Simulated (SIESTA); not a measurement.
# CdO2 under changes of volume

One of the cells (14.470 Å³/atom); the others are scaled copies at fixed shape and fractional positions:

```xyz
3
Lattice="3.4762 0.0000 0.0000 -1.7381 3.0105 0.0000 0.0000 0.0000 4.1481" Properties=species:S:1:pos:R:3 pbc="T T T"
Cd    0.0000    0.0000    0.0000
O     0.0000    2.0070    1.0130
O     1.7381    1.0035    3.1350
```

The cell comes from a database or a generator and needn't be the stable form of this composition.

```yaml
Program: SIESTA 5.4.2
Functional: LDA
Potentials_or_basis: PseudoDojo 0.4 standard (LDA files)
Basis: DZP (energy shift 0.003 Ry; two zetas on semicore shells)
Grid_cutoff: 800 Ry
Energy_shift: 0.003 Ry
k_mesh: 9 × 9 × 7
Occupations: fermi-dirac, width 0.05 eV
Spin: no spin polarisation
```

```tsv
volume (Å³/atom)	energy over the lowest point (meV/atom)	pressure (GPa)	largest force (eV/Å)
13.602	0.00	-8.7	0.162
13.891	17.56	-10.5	0.027
14.181	38.14	-12.0	0.099
14.470	61.35	-13.4	0.216
14.760	86.86	-14.6	0.324
15.049	?	?	?
15.338	143.49	-16.4	0.514
```

**Question.** What does the run at 15.049 Å³/atom give?

**Answer.** Energy over the lowest point 114.33 meV/atom; pressure -15.5 GPa; largest force 0.425 eV/Å.

Worked out: A Birch-Murnaghan fit of order 3 (a polynomial in V^(-2/3)) to the other rows has no minimum within the range. It gives 114.31 meV/atom at 15.049 Å³/atom, against the run's 114.33, and -dE/dV = -15.7 GPa, against -15.5.

Energies are extrapolated to zero smearing.

Caveats: the basis of atomic orbitals isn't converged, which shifts pressures, moduli and gaps.
